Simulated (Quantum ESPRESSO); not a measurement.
CuI under changes of volume

One of the cells (27.401 Å³/atom); the others are scaled copies at fixed shape and fractional positions:

```
CELL_PARAMETERS angstrom
4.09020 0.00000 0.00000
0.00000 4.09020 0.00000
0.00000 0.00000 6.55146
ATOMIC_POSITIONS crystal
I 0.00000 0.50000 0.74303
I 0.50000 0.00000 0.25697
Cu 0.00000 0.00000 0.00000
Cu 0.50000 0.50000 0.00000
```

Measurements of this composition are mostly on another form, of space group No. 216.

- Program: Quantum ESPRESSO 7.5
- Functional: PBEsol
- Potentials or basis: GBRV 1.5 PBEsol
- Cutoff: 762 eV
- Density cutoff: 6095 eV
- k mesh: 7 × 7 × 4
- Occupations: fermi-dirac, width 0.05 eV
- Spin: no spin polarisation

| volume (Å³/atom) | energy over the lowest point (meV/atom) | pressure (GPa) | gap on the mesh (eV) |
| --- | --- | --- | --- |
| 25.757 | ? | ? | ? |
| 26.305 | 0.00 | 0.2 | 1.54 |
| 26.853 | 0.68 | -0.8 | 1.51 |
| 27.401 | 4.59 | -1.7 | 1.48 |
| 27.949 | 11.35 | -2.5 | 1.45 |
| 28.497 | 20.61 | -3.1 | 1.42 |
| 29.045 | 32.06 | -3.7 | 1.39 |

Question: What does the run at 25.757 Å³/atom give?

Answer: Energy over the lowest point 3.00 meV/atom; pressure 1.3 GPa; gap on the mesh 1.58 eV.

Worked out: A Birch-Murnaghan fit of order 3 (a polynomial in V^(-2/3)) to the other rows has its minimum at 26.47 Å³/atom with B0 = V·E''(V) = 50 GPa and B' = 5.2 at fixed shape and positions, which overstates the stiffness. It gives 3.00 meV/atom at 25.757 Å³/atom, against the run's 3.00, and -dE/dV = 1.5 GPa, against 1.3. A straight line through the other rows of the gap, of slope -1.51 eV per unit of ln V (its deformation potential), extrapolates to 1.57 eV, against the run's 1.58.

Energies are extrapolated to zero smearing.

Caveats: spin-orbit coupling is left out, which moves the levels of the heavy elements; this functional lacks dispersion, which binds the layers, so the pressure and a relaxed spacing across them are unreliable.
